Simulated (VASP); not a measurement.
Input of a VASP 6.6.1 run:

Contents of POSCAR:

```
BaO                                     
1.0
    0.0000000000      2.8066082545      2.8066082545
    2.8066082545     -0.0000000000      2.8066082545
    2.8066082545      2.8066082545     -0.0000000000
  Ba              O             
     1     1
Direct
     0.0000000000000000    0.0000000000000000    0.0000000000000000
     0.5000000000000000    0.5000000000000000    0.5000000000000000
```

Contents of INCAR.step1:

```
SYSTEM = BaO
  ALGO = Fast
  EDIFF = 1E-7
  ENCUT = 520
  GGA = PE
  GGA_COMPAT = .FALSE.
  ISIF = 2
  ISMEAR = 0
  KPAR = 4
  LASPH = .TRUE.
  LCHARG = .TRUE.
  LORBIT = 11
  LREAL = .FALSE.
  LSORBIT = .TRUE.
  LWAVE = .FALSE.
  MAGMOM = 0 0 0 0 0 0
  NBANDS = 28
  NELM = 60
  PREC = Accurate
  SIGMA = 0.02
```

The input KPOINTS.step1:

```
k-points
0
G
  8 8 8
  0 0 0
```

File INCAR.step2:

```
SYSTEM = BaO
  ALGO = Fast
  EDIFF = 1E-7
  ENCUT = 520
  GGA = PE
  GGA_COMPAT = .FALSE.
  ICHARG = 11
  ISIF = 2
  ISMEAR = 0
  KPAR = 4
  LASPH = .TRUE.
  LCHARG = .FALSE.
  LORBIT = 11
  LREAL = .FALSE.
  LSORBIT = .TRUE.
  LWAVE = .FALSE.
  MAGMOM = 0 0 0 0 0 0
  NBANDS = 28
  NELM = 60
  PREC = Accurate
  SIGMA = 0.05
```

Contents of KPOINTS.step2:

```
path GXWKGLUWLK,UX
15
line-mode
reciprocal
 0.0000000000  0.0000000000  0.0000000000  G
 0.5000000000  0.0000000000  0.5000000000  X

 0.5000000000  0.0000000000  0.5000000000  X
 0.5000000000  0.2500000000  0.7500000000  W

 0.5000000000  0.2500000000  0.7500000000  W
 0.3750000000  0.3750000000  0.7500000000  K

 0.3750000000  0.3750000000  0.7500000000  K
 0.0000000000  0.0000000000  0.0000000000  G

 0.0000000000  0.0000000000  0.0000000000  G
 0.5000000000  0.5000000000  0.5000000000  L

 0.5000000000  0.5000000000  0.5000000000  L
 0.6250000000  0.2500000000  0.6250000000  U

 0.6250000000  0.2500000000  0.6250000000  U
 0.5000000000  0.2500000000  0.7500000000  W

 0.5000000000  0.2500000000  0.7500000000  W
 0.5000000000  0.5000000000  0.5000000000  L

 0.5000000000  0.5000000000  0.5000000000  L
 0.3750000000  0.3750000000  0.7500000000  K

 0.6250000000  0.2500000000  0.6250000000  U
 0.5000000000  0.0000000000  0.5000000000  X
```

Potentials or basis: VASP PAW PBE potentials, release 64 (Ba_sv, O).

Run with:

```bash
$ cat potpaw_PBE.64/Ba_sv/POTCAR potpaw_PBE.64/O/POTCAR > POTCAR
$ cp INCAR.step1 INCAR
$ cp KPOINTS.step1 KPOINTS
$ mpirun -np 4 vasp_ncl > vasp.out
$ cp INCAR.step2 INCAR
$ cp KPOINTS.step2 KPOINTS
$ mpirun -np 4 vasp_ncl > vasp.out
```

(1) Estimate the net moment.

Answers

(1) 0.00 μB per cell.
